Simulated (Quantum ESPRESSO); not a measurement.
AuAl2: changing the strain (εxx = s, εyy = s)

```xyz
3
Lattice="0.0000 3.0000 3.0000 3.0000 0.0000 3.0000 3.0000 3.0000 0.0000" Properties=species:S:1:pos:R:3 pbc="T T T"
Au    0.0000    0.0000    0.0000
Al    4.5000    4.5000    4.5000
Al    1.5000    1.5000    1.5000
```

Kept alike: task relaxation of the atoms; functional PBEsol; k mesh 8 × 8 × 8; occupations fermi-dirac, width 0.05 eV; no spin polarisation. Program: Quantum ESPRESSO, GBRV 1.5 PBEsol, cutoff 612 eV. The mesh is that of the run's cell of 3 atoms. No spin-orbit coupling.

| s | free energy over the lowest row (meV/atom) |
| --- | --- |
| -0.04 | 48.01 |
| -0.02 | 10.89 |
| -0.01 | 2.49 |
| 0 | 0.00 |
| 0.01 | 2.88 |
| 0.02 | 10.74 |
| 0.04 | 40.45 |

The cell shown is the unstrained one; x, y and z are its Cartesian axes. For a metal such a mesh leaves the last digits unconverged.

The free energy is lowest at 0, and 48.01 meV an atom higher at -0.04.
